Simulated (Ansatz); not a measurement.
CsCl (CsCl type): frozen-phonon scan

Starting cell, CsCl (CsCl type):

```xyz
4
Lattice="8.4118 0.0000 0.0000 4.2059 4.2059 0.0000 0.0000 0.0000 4.2059" Properties=species:S:1:pos:R:3 pbc="T T T"
Cs     0.0000     0.0000     0.0000
Cs     4.2059     0.0000     0.0000
Cl     2.1029     2.1029     2.1029
Cl     6.3088     2.1029     2.1029
```

The atoms are displaced by Q × the pattern below (from a DFPT mode at M = (0.5, 0.5, 0.0), largest move 1; Q in Å), at fixed cell. (q is in reciprocal vectors of the primitive cell; the cell shown is doubled to hold the pattern.)

```csv
atom,x,y,z
Cs1,0.000,0.000,1.000
Cs2,0.000,0.000,-1.000
```

Atoms not listed stay in place.

All values below come from PBE (plane waves to 420 eV, PAW, scalar-relativistic; Ansatz, a program for electronic structure). k mesh 8×8×8 (Γ-centred), Fermi-Dirac smearing 0.05 eV. Energies are smeared free energies. CsCl was relaxed with its symmetry unable to fall. ΔE is measured from the undisplaced structure.

| Q (Å) | ΔE (meV/cell) | −dE/dQ from forces (eV/Å) |
|---|---|---|
| -0.100 | 2.8 | 0.056 |
| -0.083 | 1.9 | 0.046 |
| -0.067 | 1.2 | 0.037 |
| -0.050 | 0.7 | 0.027 |
| -0.033 | 0.3 | 0.018 |
| -0.017 | 0.1 | 0.009 |
| 0.000 | 0.0 | 0.000 |
| 0.017 | 0.1 | -0.009 |
| 0.033 | 0.3 | -0.018 |
| 0.050 | 0.7 | -0.027 |
| 0.067 | 1.2 | -0.037 |
| 0.083 | 1.9 | -0.046 |
| 0.100 | 2.8 | -0.056 |

Key numbers:

- Energy at Q = 0.100 Å: 2.8 meV/cell
- Space group of the distorted cell: P4/nmm (No. 129), lowered from Pm-3m
- Symmetry of the curve: even: the same for both signs
- Shape of the curve: a single well with its minimum at or next to zero displacement
- Harmonic wavenumber from the curvature (finite differences): 24 cm⁻¹
- Wavenumber by perturbation theory (DFPT, on another k mesh): 24 cm⁻¹

(For displaced atoms, the force is minus the slope of the energy, and its curvature is a force constant, which sets phonon frequencies.)
